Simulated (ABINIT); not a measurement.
TePb:

```
Pb Te
1.0
     0.00000    3.23100    3.23100
     3.23100    0.00000    3.23100
     3.23100    3.23100    0.00000
Pb Te
1 1
Cartesian
  0.0000 0.0000 0.0000
  3.2310 3.2310 3.2310
```

Base run:

| Item | Value |
| --- | --- |
| Program | ABINIT 10.8.3 (patched build) |
| Functional | HCTH407 |
| Potentials or basis | JTH PAW PBE v2.0 |
| Cutoff | 599 eV |
| k mesh | 7 × 7 × 7 |
| Occupations | fermi-dirac, width 0.05 eV |
| Spin | no spin polarisation |

Its results: pressure 4.5 GPa.

Q: The run is repeated on the same cell with these changes: functional from HCTH407 to PBE. What comes out?

A: Pressure 2.1 GPa.

Caveats: the PAW data sets were made with another functional, which shifts forces and pressure a little (some runs).
